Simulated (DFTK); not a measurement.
Runs of DFTK 0.8.2 on BP. Symmetry: F-43m, No. 216, cubic system. Conventional cell: a = 4.538 Å, b = 4.538 Å, c = 4.538 Å, α = 90.00°, β = 90.00°, γ = 90.00°. Around P (site symmetry -43m) lie 4 B at 1.97 Å. B (site symmetry -43m) has 4 P at 1.97 Å as nearest neighbours. 

```csv
level,gap on the mesh (eV),pressure (GPa)
PBEsol,1.13,-1.1
RPBE,1.34,1.1
BLYP,1.57,(b)
LDA,1.11,-1.1
PBE,(c),0.4
AM05,1.13,-1.0
WC,1.16,-1.1
r2SCAN,1.41,(a)
```

Alike in all rows: task band structure; potentials or basis SG15 1.2 (PBE); no spin polarisation; cell as given; k mesh 10 × 10 × 10; cutoff (eV) 1225; smearing fermi-dirac 0.05 eV.

Problem. Estimate the missing entries.

Solution. (a) -0.5; (b) 4.5; (c) 1.28.

Caveats: the potentials were made for another functional, which shifts forces and pressure (some runs).

